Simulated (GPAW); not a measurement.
Li2O:

```xyz
3
Lattice="0.0000 2.3269 2.3269 2.3269 0.0000 2.3269 2.3269 2.3269 0.0000" Properties=species:S:1:pos:R:3 pbc="T T T"
O     0.0000    0.0000    0.0000
Li    1.1634    1.1634    1.1634
Li    3.4903    3.4903    3.4903
```

The cell comes from a database or a generator and needn't be the stable form of this composition.

Program: GPAW 26.7.0. Alike in all runs: no spin polarisation; cell as given; k mesh 10 × 10 × 10; cutoff (eV) 800; smearing fermi-dirac 0.05 eV. Hardware: 1 thread of Intel(R) Xeon(R) Platinum 8375C CPU @ 2.90GHz (Ice Lake), on a shared host.

Task: Order these runs on this cell by their wall time, lowest first.
A. task band structure; level PBEsol; potentials or basis PAW data sets generated in the run's folder for this functional, pw; band path GXWKGLUWLK,UX; band points 100
B. task single point; level PBE; potentials or basis GPAW PAW data sets (gpaw-data 1.2.1), pw
C. task band structure; level r2SCAN; potentials or basis GPAW PAW data sets (gpaw-data 1.2.1), pw; band path GXWKGLUWLK,UX; band points 100

Result: B (18 s), A (36 s), C (89 s).
